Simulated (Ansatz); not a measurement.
# PbI2: the cost of one run

Computed with Ansatz 0.2.0 (reference: DFT, HSE06, plane waves, PAW, unless a step's input says otherwise).

2 further runs of the same task are left out: 2 that didn't finish.

## (1) The starting structure

It takes space group P-3m1 (No. 164, trigonal). Conventional cell: a = 4.566 Å, b = 4.566 Å, c = 7.041 Å, α = 90.00°, β = 90.00°, γ = 120.00°. Pb (site symmetry -3m) has 6 I at 3.24 Å as nearest neighbours. I (site symmetry 3m) has 3 Pb at 3.24 Å as nearest neighbours.

Structure file:

```xyz
3
Lattice="4.5657 0.0000 0.0000 -2.2829 3.9540 0.0000 0.0000 0.0000 7.0411" Properties=species:S:1:pos:R:3 pbc="T T T"
Pb    0.0000    0.0000    0.0000
I     0.0000    2.6360    1.8784
I     2.2829    1.3180    5.1627
```

## (2) Reference

Input file input.yaml:

```yaml
crystal:
  lattice:
    - [4.5657260587, 0.0, 0.0]
    - [-2.2828630293, 3.9540347535, 0.0]
    - [0.0, 0.0, 7.041082079]
  atoms:
    - { symbol: Pb, position: [0.0, 0.0, 0.0] }
    - { symbol: I, position: [0.3333333333, 0.6666666667, 0.2667794131] }
    - { symbol: I, position: [0.6666666667, 0.3333333333, 0.7332205869] }
kpoints:
  mp_grid: { grid: [6, 6, 2] }
hamiltonian:
  xc: hse06
scf:
  occupations: { method: fixed }
  n_extra_bands: 4
output:
  forces: true
  stress: true
  eigenvalues: true
```

On the command line:

```bash
$ ansatz run input.yaml --threads 4 --pin off --max-ram 3686MiB --backend cpu --events-out ev --progress --plain --runs-dir out
```

What time and memory should one allow on 4 threads of Arm Neoverse N1, shared host?

About 63 s, with a peak of 2.3 GiB.
